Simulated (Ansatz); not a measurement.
**¹⁹¹Ir nuclear quadrupole resonance in IrO2 under strain**

Cell: an entry of the Crystallography Open Database (COD), relaxed with PBE at fixed cell and then changed (z compressed by 1 %, ions relaxed).

```cif
data_structure
_symmetry_space_group_name_H-M 'P 1'
_symmetry_Int_Tables_number 1
_cell_length_a 4.4990
_cell_length_b 4.4990
_cell_length_c 3.1145
_cell_angle_alpha 90.000
_cell_angle_beta 90.000
_cell_angle_gamma 90.000
_cell_volume 63.04
loop_
_atom_site_label
_atom_site_type_symbol
_atom_site_fract_x
_atom_site_fract_y
_atom_site_fract_z
_atom_site_occupancy
Ir1 Ir 0.00000 0.00000 0.00000 1
Ir2 Ir 0.50000 0.50000 0.50000 1
O3 O 0.30703 0.30703 0.00000 1
O4 O 0.19297 0.80703 0.50000 1
O5 O 0.69297 0.69297 0.00000 1
O6 O 0.80703 0.19297 0.50000 1
```

Atom numbers follow the list; atoms alike are taken as one site, whose name carries the number of the first.

The numbers come from a DFT calculation in Ansatz (PBE, plane waves and PAW, scalar-relativistic, collinear spin, 420 eV cutoff, Γ-centred 10×10×15 k-points, Fermi–Dirac smearing 0.05 eV). Start moments as typed (μB): 1 on each Ir, none on the rest.

¹⁹¹Ir: I = 3/2, Q = 816.0 mb (year-2017 value). Static lattice, zero field.

(1) Predict the zero-field ¹⁹¹Ir lines of each site.

(2) And for Ir-193 (I = 3/2, Q = 751.0 mb) on Ir?

## Answers

(1) For I = 3/2 there is one line, ν = (|C_Q|/2)(1 + η²/3)^½.

```
site  atoms  V_zz (10²¹ V/m²)  C_Q (MHz)     η  line frequencies (MHz)
  Ir   1, 2            -14.01       -276  0.41                   142.1
```

(2) C_Q scales with Q to -254 MHz, with lines at 130.8 MHz.

The run finds no gap above 0.1 eV (a metal, or nearly one), so the gradients can move by 10 % or more with the k-mesh. Spin–orbit coupling is left out, which shifts gradients on Ir by a few per cent in wide-gap crystals, and can shift them far more where the calculated gap is small or absent, as here. Semilocal functionals can leave a metal where correlation in the d or f shell opens a gap in the real compound, and that would change the values at and beside Ir. At this changed cell the PBE pressure is 11 GPa. The start moments die out, and the run ends without spin.
